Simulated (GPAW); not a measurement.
**Quasiparticle gap of SiC (P6_3mc) in GPAW**

How does a plane-wave GW calculation on SiC (P6_3mc) run from the first input to the gap?

Program: GPAW 26.7.0. Level of theory: PBE and many-body steps on it, plane waves. Results are calculated unless marked as measured.

**The experiments to reproduce.**

- Gap 3.03 eV: indirect gap, experimental literature value; quoted from earlier experiment; bulk crystal (quoted in “Charge spill-out and work function of few-layer graphene on SiC(0001)”, 2018, arxiv:1806.04908).

- Gap 3 eV: optical absorption onset, approximate; UV-Vis-NIR transmission; bulk crystal (400 micron semi-insulating 6H-SiC wafer) (“Effects of energetic ion irradiation on WSe2/SiC heterostructures”, 2017, pmc:5482891).

- Gap 3.02 eV: band gap at cryogenic temperature; bulk crystal (literature value) (quoted in “Silicon carbide diodes for neutron detection”, 2020, arxiv:2009.14696).

## (1) The starting structure

Symmetry: P6_3mc, No. 186, hexagonal system. Conventional cell: a = 3.081 Å, b = 3.081 Å, c = 15.125 Å, α = 90.00°, β = 90.00°, γ = 120.00°. Nearest to Si lie 4 C at 1.88 to 1.90 Å. Si has 4 C at 1.89 Å nearest. Nearest to C lie 4 Si at 1.88 to 1.89 Å. C has 4 Si at 1.89 Å nearest. C has 4 Si at 1.89 to 1.90 Å nearest. Farther neighbours are not listed.

The cell and positions come from the Crystallography Open Database and are kept as given unless a step says otherwise.

## (2) Ground state

This step: GPAW 26.7.0; DFT, PBE, plane waves, PAW.

The ground-state density comes first.

run.py

```python
import json
import numpy as np
from gpaw.mpi import world
from ase import Atoms
from gpaw import GPAW, PW, FermiDirac

atoms = Atoms(['Si', 'Si', 'Si', 'Si', 'Si', 'Si', 'C', 'C', 'C', 'C', 'C', 'C'],
    cell=[[3.0810000000, 0.0000000000, 0.0000000000],
      [-1.5405000000, 2.6682242691, 0.0000000000],
      [0.0000000000, 0.0000000000, 15.1248000000]],
    scaled_positions=[[0.0000000000, 0.0000000000, 0.0000000000],
      [0.0000000000, 0.0000000000, 0.5000000000],
      [0.3333333333, 0.6666666667, 0.1664000000],
      [0.6666666667, 0.3333333333, 0.6664000000],
      [0.6666666667, 0.3333333333, 0.3329000000],
      [0.3333333333, 0.6666666667, 0.8329000000],
      [0.3333333333, 0.6666666667, 0.0412000000],
      [0.6666666667, 0.3333333333, 0.5412000000],
      [0.6666666667, 0.3333333333, 0.2080000000],
      [0.3333333333, 0.6666666667, 0.7080000000],
      [0.0000000000, 0.0000000000, 0.3746000000],
      [0.0000000000, 0.0000000000, 0.8746000000]],
    pbc=(True, True, True))
calc = GPAW(mode=PW(600),
    xc='PBE',
    kpts={'size': (9, 9, 2), 'gamma': True},
    occupations=FermiDirac(0.001),
    nbands=-12,
    convergence={'density': 1e-6, 'bands': -3},
    maxiter=100,
    txt='gs.txt')
atoms.calc = calc
res = {'energy': atoms.get_potential_energy()}
kpts = calc.get_ibz_k_points()
res['kpts'] = kpts
res['eigenvalues'] = [calc.get_eigenvalues(kpt=k) for k in range(len(kpts))]
res['n_electrons'] = calc.get_number_of_electrons()
calc.write('gs.gpw')

if world.rank == 0:
    with open('result.json', 'w') as f:
        json.dump(res, f, default=lambda x: x.tolist())
```

Command:

```
$ mpirun -n 4 gpaw python run.py
```

The program printed:

```text
__  _  _
 | _ |_)|_||  |
 |__||  | ||/\| - 26.7.0

Input parameters:
  mode=PW(ecut=600.0),
  convergence={'density': 1e-06, 'bands': -3},
  kpts=MonkhorstPack(size=(9, 9, 2), gamma=True),
  maxiter=100,
  nbands=-12,
  occupations=Occupations(name='fermi-dirac', width=0.001, fixmagmom=False),
  xc=XC(name='PBE')
  [... matrices ...]
Diagonalizing LCAO Hamiltonian
Converting LCAO to pw mode

       C Si

         C
            Si

            C
       Si

       C    Si

         Si C

         C

       Si

Atoms  # Å, Bohr magnetons
|    | symbol |         x |        y |         z |    initial magnetic moments |
|  0 |     Si |  0.000000 | 0.000000 |  0.000000 | ( 0.0000,  0.0000,  0.0000) |
|  1 |     Si |  0.000000 | 0.000000 |  7.562400 | ( 0.0000,  0.0000,  0.0000) |
|  2 |     Si | -0.000000 | 1.778816 |  2.516767 | ( 0.0000,  0.0000,  0.0000) |
|  3 |     Si |  1.540500 | 0.889408 | 10.079167 | ( 0.0000,  0.0000,  0.0000) |
|  4 |     Si |  1.540500 | 0.889408 |  5.035046 | ( 0.0000,  0.0000,  0.0000) |
|  5 |     Si | -0.000000 | 1.778816 | 12.597446 | ( 0.0000,  0.0000,  0.0000) |
|  6 |      C | -0.000000 | 1.778816 |  0.623142 | ( 0.0000,  0.0000,  0.0000) |
|  7 |      C |  1.540500 | 0.889408 |  8.185542 | ( 0.0000,  0.0000,  0.0000) |
|  8 |      C |  1.540500 | 0.889408 |  3.145958 | ( 0.0000,  0.0000,  0.0000) |
|  9 |      C | -0.000000 | 1.778816 | 10.708358 | ( 0.0000,  0.0000,  0.0000) |
| 10 |      C |  0.000000 | 0.000000 |  5.665750 | ( 0.0000,  0.0000,  0.0000) |
| 11 |      C |  0.000000 | 0.000000 | 13.228150 | ( 0.0000,  0.0000,  0.0000) |

Unit cell  # Å
| periodic |         x |        y |         z |   lengths |     angles |
|      yes |  3.081000 | 0.000000 |  0.000000 |  3.081000 |  90.000000 |
|      yes | -1.540500 | 2.668224 |  0.000000 |  3.081000 |  90.000000 |
|      yes |  0.000000 | 0.000000 | 15.124800 | 15.124800 | 120.000000 |

Number of symmetries: 6
Symmetry operations  # r_c * U_cc + t_c -> r_c
|   | kind |            matrix            |
| 0 |  σ   |  1, 1, 0,  0,-1, 0,  0, 0, 1 |
| 1 |  E   |  1, 0, 0,  0, 1, 0,  0, 0, 1 |
| 2 |  C3  |  0, 1, 0, -1,-1, 0,  0, 0, 1 |
| 3 |  σ   |  0,-1, 0, -1, 0, 0,  0, 0, 1 |
| 4 |  σ   | -1, 0, 0,  1, 1, 0,  0, 0, 1 |
| 5 |  C3  | -1,-1, 0,  1, 0, 0,  0, 0, 1 |

BZ-sampling:
  Number of BZ points: 162
  Number of IBZ points: 24

  Monkhorst-Pack size: [9, 9, 2]
  Monkhorst-Pack shift: [0.0, 0.0, 0.25]

K-points  # in reciprocal-cell coordinates
|     |                                coordinates |     weight |
|   0 | (  0.00000000,   0.00000000,   0.00000000) | 0.00617284 |
|   1 | (  0.00000000,   0.00000000,   0.50000000) | 0.00617284 |
|   2 | (  0.11111111,   0.00000000,   0.00000000) | 0.03703704 |
|   3 | (  0.11111111,   0.00000000,   0.50000000) | 0.03703704 |
|   4 | (  0.22222222,  -0.11111111,   0.00000000) | 0.03703704 |
|   5 | (  0.22222222,  -0.11111111,   0.50000000) | 0.03703704 |
|   6 | (  0.22222222,   0.00000000,   0.00000000) | 0.03703704 |
|   7 | (  0.22222222,   0.00000000,   0.50000000) | 0.03703704 |
|   8 | (  0.33333333,  -0.11111111,   0.00000000) | 0.07407407 |
|   9 | (  0.33333333,  -0.11111111,   0.50000000) | 0.07407407 |
| ... |                                            |            |
|  23 | (  0.44444444,   0.44444444,   0.50000000) | 0.03703704 |

Plane wave coefficients: 4176
Cutoff: 600.0 eV

Spin-components: 1 (collinear spins)
Bands:           36
Projectors:      60
Spin-degeneracy: 2
Datatype:        complex128

  Storage: CPU
  Wave functions: 57_411_072 bytes (14_352_768 per core)
  Projectors: 49_437_312 bytes (12_359_328 per core)
  [... matrices ...]
Parallelization:
  kpt:    4
  domain: 1
  band:   1

Density:
  Valence electrons: 48.0
  Components: 1
  Grid points: [18 18 90]
  Charge: 0.0  # |e|

Potential:
  Grid points: [18 18 90]

species:
  Si:
    name:    Silicon
    Z:       14.0
    valence: 4
    core:    10
    charge:  0.0  # [|e|]
    compensation charges:
      type: gauss
      rc: 0.33  # [Å]
      lmax: 2
    cutoffs:
      filter: 1.86  # [Å]
      core: 2.06  # [Å]
    projectors
    | kind |    occ | energy [eV] | rcut [Å] |
    |   3s |  2.000 |     -10.812 |    1.058 |
    |   3p |  2.000 |      -4.081 |    1.058 |
    |    s |        |      16.399 |    1.058 |
    |    p |        |      23.130 |    1.058 |
    |    d |        |       0.000 |    1.058 |

    Using partial waves for Si as LCAO basis

  C:
    name:    Carbon
    Z:       6.0
    valence: 4
    core:    2
    charge:  0.0  # [|e|]
    compensation charges:
      type: gauss
      rc: 0.20  # [Å]
      lmax: 2
    cutoffs:
      filter: 1.14  # [Å]
      core: 1.14  # [Å]
    projectors
    | kind |    occ | energy [eV] | rcut [Å] |
    |   2s |  2.000 |     -13.751 |    0.635 |
    |   2p |  2.000 |      -5.284 |    0.635 |
    |    s |        |      13.461 |    0.635 |
    |    p |        |      21.927 |    0.635 |
    |    d |        |       0.000 |    0.635 |

    Using partial waves for C as LCAO basis

Reference energy: -53483.834194  # eV

eigensolver:
  PPCG
  Converge bands: -3
  niter=2

density mixing:
  MSR1-Mixer
  Pratt-step length: 0.05
  Maximum mixing coefficient: 0.75
  Old densities: 10
  SVD Regularization: 0.005
  Good broyden scale: 1.0
  Trust region scale: 1.0
  Backstep threshold: 4.0
  History deletion threshold: 6.0
  Fourier metric: weight=20.0, sigma=0.015

occupation numbers:
  Fermi-Dirac:
    width: 0.0010  # eV

poisson solver:
  ecut: 4800.0  # eV

xc functional:
  name: PBE with 2 nearest neighbor stencil

Initialization done in: 1.984 s

convergence criteria:
- Maximum integral of absolute [dens]ity change: 1e-06 electrons / valence electron
- Maximum [total energy] change in last 3 cyles: 0.0005 eV / valence electron
- Maximum integral of absolute [eigenst]ate change: 4e-08 eV^2 / valence electron
maximum number of iterations: 100

SCF iterations
|iter     |     time |      energy | eigst |  dens |
|iter:   1|  |  -99.455342 | +0.64 |       |
|iter:   2|  |  -97.298110 | -0.24 | -0.57 |
|iter:   3|  |  -89.857188 | -0.12 | -0.61 |
|iter:   4|  |  -89.821377 | -1.18 | -1.31 |
|iter:   5|  |  -89.848950 | -1.56 | -1.63 |
|iter:   6|  |  -89.840593 | -1.92 | -2.28 |
|iter:   7|  |  -89.840836c| -2.44 | -2.73 |
|iter:   8|  |  -89.840852c| -2.68 | -3.24 |
|iter:   9|  |  -89.840853c| -2.90 | -3.90 |
|iter:  10|  |  -89.840853c| -3.09 | -4.41 |
|iter:  11|  |  -89.840853c| -3.30 | -4.78 |
|iter:  12|  |  -89.840853c| -3.50 | -5.32 |
|iter:  13|  |  -89.840853c| -3.64 | -5.88 |
|iter:  14|  |  -89.840853c| -3.83 | -6.33c|
|iter:  15|  |  -89.840853c| -3.95 | -7.42c|
|iter:  16|  |  -89.840853c| -4.12 | -7.95c|
|iter:  17|  |  -89.840853c| -4.24 | -8.39c|
|iter:  18|  |  -89.840853c| -4.38 | -8.73c|
|iter:  19|  |  -89.840853c| -4.50 | -9.47c|
|iter:  20|  |  -89.840853c| -4.62 | -9.74c|
|iter:  21|  |  -89.840853c| -4.72 | -9.86c|
|iter:  22|  |  -89.840853c| -4.82 |-10.38c|
|iter:  23|  |  -89.840853c| -4.91 |-10.72c|
|iter:  24|  |  -89.840853c| -4.99 |-11.09c|
|iter:  25|  |  -89.840853c| -5.08 |-11.55c|
|iter:  26|  |  -89.840853c| -5.16 |-11.66c|
|iter:  27|  |  -89.840853c| -5.24 |-11.88c|
|iter:  28|  |  -89.840853c| -5.32 |-12.36c|
|iter:  29|  |  -89.840853c| -5.40 |-12.82c|
|iter:  30|  |  -89.840853c| -5.48 |-12.91c|
|iter:  31|  |  -89.840853c| -5.56 |-13.25c|
[...]
|iter:  51|  |  -89.840853c| -7.08 |-15.26c|
|iter:  52|  |  -89.840853c| -7.15 |-15.58c|
|iter:  53|  |  -89.840853c| -7.23 |-15.49c|
|iter:  54|  |  -89.840853c| -7.30 |-15.54c|
|iter:  55|  |  -89.840853c| -7.37 |-15.48c|
|iter:  56|  |  -89.840853c| -7.45c|-15.49c|

Converged in 56 steps
SCF loop duration: 78.081 s (1.394 s/step)
Energy contributions relative to reference atoms: (reference = -53483.834194)
  [... matrices ...]
Energy contributions:
  Kinetic:          96.444916
  Coulomb:         -81.225872
  Zero:             -0.107794
  External:          0.000000
  Xc:             -104.952102
  Entropy:          -0.000000
  Spinorbit:         0.000000
  ----------------------------
  Free energy:     -89.840853
  Extrapolated:    -89.840853

dipole moment: (-12.746842, -22.078179, -37.559350)  # |e|*Ang

Fermi level: 9.704
Eigenvalues  # (at kpt = [0.000, 0.000, 0.000])
| band index |      eig [eV] | occ [0-2] |
|          0 |        -7.178 |     2.000 |
|        ... |               |           |
|         16 |         7.433 |     2.000 |
|         17 |         7.880 |     2.000 |
|         18 |         7.880 |     2.000 |
|         19 |         7.993 |     2.000 |
|         20 |         7.993 |     2.000 |
|         21 |         8.245 |     2.000 |
|         22 |         8.281 |     2.000 |
|         23 |         8.281 |     2.000 |
|         24 |        13.450 |     0.000 |
[...]
|         28 |        14.591 |     0.000 |
|         29 |        14.950 |     0.000 |
|         30 |        15.186 |     0.000 |
|         31 |        15.186 |     0.000 |
|        ... |               |           |
|         35 |        16.359 |     0.000 |

Gap: 2.094 eV
Transition (v -> c):
  (s=0, k=0, n=23, [0.00, 0.00, 0.00]) -> (s=0, k=18, n=24, [0.44, 0.00, 0.00])
Direct/indirect transitions are different
Direct gap: 3.167 eV
Transition at: (s=0, k=18, n=23, [0.44, 0.00, 0.00])
# Writing to gs.gpw (mode='')
  [... matrices ...]
```

It took 82 s on 4 MPI ranks of Arm Neoverse V2, shared host; peak memory 0.93 GiB.

This step gave:

```
total energy               : -89.8409 eV
gap                        : 2.094 eV
k of the valence top       : 0, 0, 0
k of the conduction bottom : 0.4444, 0, 0
least direct gap           : 3.167 eV
```

The gap is indirect, with the least direct gap 1.07 eV higher.

## (3) Bands along the symmetry lines

The cheap functional maps the bands first; the places of the edges decide which points the dearer methods must see.

run.py

```python
import json
import numpy as np
from gpaw.mpi import world
from gpaw import GPAW

path = [[0.000000, 0.000000, 0.000000],
    [0.062500, 0.000000, 0.000000],
    [0.125000, 0.000000, 0.000000],
    [0.187500, 0.000000, 0.000000],
    [0.250000, 0.000000, 0.000000],
    [0.312500, 0.000000, 0.000000],
    [0.375000, 0.000000, 0.000000],
    [0.437500, 0.000000, 0.000000],
    [0.500000, 0.000000, 0.000000],
    [0.479167, 0.041667, 0.000000],
    [0.458333, 0.083333, 0.000000],
    [0.437500, 0.125000, 0.000000],
    [0.416667, 0.166667, 0.000000],
    [0.395833, 0.208333, 0.000000],
    [0.375000, 0.250000, 0.000000],
    [0.354167, 0.291667, 0.000000],
    [0.333333, 0.333333, 0.000000],
    [0.291667, 0.291667, 0.000000],
    [0.250000, 0.250000, 0.000000],
    [0.208333, 0.208333, 0.000000],
    [0.166667, 0.166667, 0.000000],
    [0.125000, 0.125000, 0.000000],
    [0.083333, 0.083333, 0.000000],
    [0.041667, 0.041667, 0.000000],
    [0.000000, 0.000000, 0.000000],
    [0.000000, 0.000000, 0.062500],
    [0.000000, 0.000000, 0.125000],
    [0.000000, 0.000000, 0.187500],
    [0.000000, 0.000000, 0.250000],
    [0.000000, 0.000000, 0.312500],
    [0.000000, 0.000000, 0.375000],
    [0.000000, 0.000000, 0.437500],
    [0.000000, 0.000000, 0.500000],
    [0.062500, 0.000000, 0.500000],
    [0.125000, 0.000000, 0.500000],
    [0.187500, 0.000000, 0.500000],
    [0.250000, 0.000000, 0.500000],
    [0.312500, 0.000000, 0.500000],
    [0.375000, 0.000000, 0.500000],
    [0.437500, 0.000000, 0.500000],
    [0.500000, 0.000000, 0.500000],
    [0.479167, 0.041667, 0.500000],
    [0.458333, 0.083333, 0.500000],
    [0.437500, 0.125000, 0.500000],
    [0.416667, 0.166667, 0.500000],
    [0.395833, 0.208333, 0.500000],
    [0.375000, 0.250000, 0.500000],
    [0.354167, 0.291667, 0.500000],
    [0.333333, 0.333333, 0.500000],
    [0.291667, 0.291667, 0.500000],
    [0.250000, 0.250000, 0.500000],
    [0.208333, 0.208333, 0.500000],
    [0.166667, 0.166667, 0.500000],
    [0.125000, 0.125000, 0.500000],
    [0.083333, 0.083333, 0.500000],
    [0.041667, 0.041667, 0.500000],
    [0.000000, 0.000000, 0.500000],
    [0.500000, 0.000000, 0.500000],
    [0.500000, 0.000000, 0.437500],
    [0.500000, 0.000000, 0.375000],
    [0.500000, 0.000000, 0.312500],
    [0.500000, 0.000000, 0.250000],
    [0.500000, 0.000000, 0.187500],
    [0.500000, 0.000000, 0.125000],
    [0.500000, 0.000000, 0.062500],
    [0.500000, 0.000000, 0.000000],
    [0.333333, 0.333333, 0.500000],
    [0.333333, 0.333333, 0.437500],
    [0.333333, 0.333333, 0.375000],
    [0.333333, 0.333333, 0.312500],
    [0.333333, 0.333333, 0.250000],
    [0.333333, 0.333333, 0.187500],
    [0.333333, 0.333333, 0.125000],
    [0.333333, 0.333333, 0.062500],
    [0.333333, 0.333333, 0.000000]]
calc = GPAW('gs.gpw').fixed_density(kpts=path,
    symmetry='off',
    nbands=34,
    convergence={'bands': 30},
    txt='bands.txt')
res = {}
kpts = calc.get_ibz_k_points()
res['kpts'] = kpts
res['eigenvalues'] = [calc.get_eigenvalues(kpt=k) for k in range(len(kpts))]
res['n_electrons'] = calc.get_number_of_electrons()

if world.rank == 0:
    with open('result.json', 'w') as f:
        json.dump(res, f, default=lambda x: x.tolist())
```

Command:

```
$ mpirun -n 4 gpaw python run.py
```

The program printed:

```text
Diagonalizing LCAO Hamiltonian
Converting LCAO to pw mode
convergence criteria:
- Maximum integral of absolute [eigenst]ate change: 4e-08 eV^2 / valence electron
maximum number of iterations: 100

SCF iterations
|iter     |     time |      energy | eigst |  dens |
|iter:   1|  |             | +0.57 |       |
|iter:   2|  |             | -0.55 |       |
|iter:   3|  |             | -1.53 |       |
[...]
|iter:  21|  |             | -7.13 |       |
|iter:  22|  |             | -7.28 |       |
|iter:  23|  |             | -7.45c|       |
SCF steps: 23
  __  _  _
 | _ |_)|_||  |
 |__||  | ||/\| - 26.7.0

Input parameters:
  mode=PW(ecut=600.0),
  convergence={'bands': 30},
  gpts=array([18, 18, 90]),
  kpts=KPoints(kpts=array([[0.      , 0.      , 0.      ],
         [0.0625  , 0.      , 0.      ],
         [0.125   , 0.      , 0.      ],
         [0.1875  , 0.      , 0.      ],
[...]
[0.479167, 0.041667, 0.      ],
         [0.458333, 0.083333, 0.      ],
[...]
[0.416667, 0.166667, 0.      ],
[...]
[0.5     , 0.      , 0.0625  ],
         [0.5     , 0.      , 0.      ],
[...]
[0.333333, 0.333333, 0.125   ],
         [0.333333, 0.333333, 0.0625  ],
         [0.333333, 0.333333, 0.      ]])),
  maxiter=100,
  nbands=34,
  occupations=Occupations(name='fermi-dirac', width=0.001, fixmagmom=False),
  parallel={},
  symmetry=Symmetry(point_group=False, time_reversal=False),
  xc=XC(name='PBE')
  [... matrices ...]
timing:  # [seconds]
  Total: 0.025  # ━━━━━━━━━━━━━━━━━━━━━━━━━━━━━━━━━━━━━━━━━━━━━━━━━━━━━━━━━━━
```

The job ended after 93 s (4 MPI ranks; peak memory 1.2 GiB).

Numbers from this step:

```
gap                        : 2.004 eV
k of the valence top       : 0, 0, 0
k of the conduction bottom : 0.5, 0, 0.1875
least direct gap           : 3.114 eV
```

The gap is 2.004 eV, −0.090 eV from the run before at this level.

Electronic bands along the path, in eV, zero at the top of the highest filled band:

```tsv
point	band 21	band 22	band 23	band 24	band 25	band 26	band 27	band 28
Γ	-0.29	-0.04	0.00	0.00	5.17	5.34	5.74	6.26
halfway	-1.18	-1.09	-0.70	-0.54	3.66	3.89	4.37	5.01
M	-1.84	-1.76	-1.66	-1.11	2.01	2.20	3.22	3.89
halfway	-2.44	-2.23	-2.00	-1.77	2.84	3.49	4.51	4.91
K	-3.14	-2.21	-2.08	-2.08	3.48	3.48	3.74	5.04
halfway	-1.78	-1.73	-1.30	-0.72	4.78	4.86	4.97	5.05
Γ	-0.29	-0.04	0.00	0.00	5.17	5.34	5.74	6.26
halfway	-0.20	-0.20	-0.02	-0.02	5.19	5.30	5.82	6.16
A	-0.10	-0.10	-0.10	-0.10	5.24	5.24	5.98	5.98
halfway	-1.00	-1.00	-0.71	-0.71	3.77	3.77	4.72	4.72
L	-1.72	-1.72	-1.31	-1.31	2.05	2.05	3.44	3.44
halfway	-2.68	-2.68	-1.67	-1.67	3.20	3.20	4.47	4.47
H	-2.63	-2.63	-2.27	-2.27	3.67	3.67	4.31	4.31
halfway	-1.96	-1.96	-0.85	-0.85	4.73	4.73	5.12	5.12
A	-0.10	-0.10	-0.10	-0.10	5.24	5.24	5.98	5.98
jump to L	-1.72	-1.72	-1.31	-1.31	2.05	2.05	3.44	3.44
halfway	-2.00	-1.64	-1.53	-1.16	2.00	2.15	3.28	3.67
M	-1.84	-1.76	-1.66	-1.11	2.01	2.20	3.22	3.89
jump to H	-2.63	-2.63	-2.27	-2.27	3.67	3.67	4.31	4.31
halfway	-2.97	-2.33	-2.16	-2.16	3.57	3.57	3.90	4.79
K	-3.14	-2.21	-2.08	-2.08	3.48	3.48	3.74	5.04
```

## (4) Empty states on the mesh, 6×6×1 mesh, 175 bands

The sums over transitions need many empty states on a uniform mesh; this step solves for them.

run.py

```python
import json
import numpy as np
from gpaw.mpi import world
from gpaw import GPAW

calc = GPAW('gs.gpw').fixed_density(kpts={'size': (6, 6, 1), 'gamma': True},
    nbands=204,
    convergence={'bands': 175},
    txt='nscf.txt')
calc.write('full.gpw', mode='all')
res = {}
kpts = calc.get_ibz_k_points()
res['kpts'] = kpts
res['eigenvalues'] = [calc.get_eigenvalues(kpt=k) for k in range(len(kpts))]
res['n_electrons'] = calc.get_number_of_electrons()

if world.rank == 0:
    with open('result.json', 'w') as f:
        json.dump(res, f, default=lambda x: x.tolist())
```

Command:

```
$ mpirun -n 4 gpaw python run.py
```

The program printed:

```text
Diagonalizing LCAO Hamiltonian
Converting LCAO to pw mode
convergence criteria:
- Maximum integral of absolute [eigenst]ate change: 4e-08 eV^2 / valence electron
maximum number of iterations: 100

SCF iterations
|iter     |     time |      energy | eigst |  dens |
|iter:   1|  |             | +4.10 |       |
|iter:   2|  |             | +2.93 |       |
|iter:   3|  |             | +1.84 |       |
[...]
|iter:  15|  |             | -6.78 |       |
|iter:  16|  |             | -7.36 |       |
|iter:  17|  |             | -7.55c|       |
SCF steps: 17
  __  _  _
 | _ |_)|_||  |
 |__||  | ||/\| - 26.7.0

Input parameters:
  mode=PW(ecut=600.0),
  convergence={'bands': 175},
  gpts=array([18, 18, 90]),
  kpts=MonkhorstPack(size=(6, 6, 1), gamma=True),
  maxiter=100,
  nbands=204,
  occupations=Occupations(name='fermi-dirac', width=0.001, fixmagmom=False),
  parallel={},
  xc=XC(name='PBE')
# Writing to full.gpw (mode='all')
  [... matrices ...]

timing:  # [seconds]
  Total: 0.045  # ━━━━━━━━━━━━━━━━━━━━━━━━━━━━━━━━━━━━━━━━━━━━━━━━━━━━━━━━━━━
```

It took 63 s on 4 MPI ranks; peak memory 1.1 GiB.

Numbers from this step:

- gap: 2.008 eV
- k of the valence top: 0, 0, 0
- k of the conduction bottom: 0.5, 0.5, 0
- least direct gap: 3.114 eV
- k points computed: 7
- lowest point of the top converged band, above the valence top: 54.5274 eV

On this mesh the gap is 2.008 eV.

(Part 1 of 2 ends here.)

[Paths, hosts, dates, memory and timing lines, banners, echoed tables and standing remarks are left out of the program output.]

[Logs are printed without paths, hosts, clocks, repeated set-up lines and the standing remarks that a program may print on its own settings, such as how far it seeks lower states.]

[Runs of the session that timed out or met a known fault of the program may be left out.]

[Hosts, paths, dates, database ids (printed as entryN), source tags and the programs' standing remarks are cut or masked in the printed files.]
